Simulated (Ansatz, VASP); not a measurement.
**W in VASP and in Ansatz**

```
W
1.0
     0.00000    3.00730    3.00730
     3.00730    0.00000    3.00730
     3.00730    3.00730    0.00000
W
2
Direct
  0.12500 0.12500 0.12500
  0.87500 0.87500 0.87500
```

Alike in both runs: task single point; functional r2SCAN; k mesh 11 × 11 × 11; occupations fermi-dirac, width 0.1 eV; no spin polarisation.

|  | VASP | Ansatz |
| --- | --- | --- |
| version | VASP 6.6.1 | Ansatz 0.2.0 |
| potentials or method | VASP PAW PBE potentials, release 64 (W_sv) | plane waves (500 eV) with PAW, scalar-relativistic |
| plane-wave cutoff (eV) | 520 | 500 |
| valence electrons in the cell | 28 | 28 |

Ansatz gave:

```
pressure (GPa) : -11.4
```

Task: What did VASP give for the same quantities?

Result: Pressure (GPa): -11.1.

The functional is the same, so the differences come from potentials, cutoffs and numerics.

Caveats: the PAW data sets were made with another functional, which shifts forces and pressure a little (VASP). Spin-orbit coupling is left out, which matters for the levels of W.
